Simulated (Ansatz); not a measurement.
BaTe (started from an entry of an open crystallographic database) was relaxed with 5 functionals in Ansatz 0.2.0, cell and atoms free, the symmetry of the start kept (meshes: PBE 6×6×6, r2SCAN 6×6×6, PBEsol 6×6×6, LDA 6×6×6, HSE06 4×4×4). The values are computed, spin-unpolarised, and not measurements.

The PBEsol result:
```
Ba Te
1.0
     0.00000    3.47059    3.47059
     3.47059    0.00000    3.47059
     3.47059    3.47059    0.00000
Ba Te
1 1
Direct
  0.00000 0.00000 0.00000
  0.50000 0.50000 0.50000
```

The symmetry is Fm-3m (No. 225, cubic); a = 6.941 Å in the conventional setting, 41.80 Å³ an atom. Ba is surrounded by 6 Te at 3.47 Å; Te is surrounded by 6 Ba at 3.47 Å.

Task: What lattice does PBE give?

Result: a = 7.065 Å; the volume differs by +5.4 % from PBEsol's. Around Ba lie 6 Te at 3.53 Å; around Te lie 6 Ba at 3.53 Å.

Task: What lattice does HSE06 give?

Result: a = 7.048 Å; the volume differs by +4.7 % from PBEsol's. Ba has 6 Te at 3.52 Å; Te has 6 Ba at 3.52 Å.

Task: Held at the r2SCAN cell, what mean stress do LDA and PBE find, and does its sign point to their own minimum?

Result: Yes. LDA -2.50 GPa, and its relaxed volume is -8.2 % from r2SCAN's; PBE 0.00 GPa, and its relaxed volume is 0.0 % from r2SCAN's. Compression counts positive, so a positive stress asks for a larger cell.
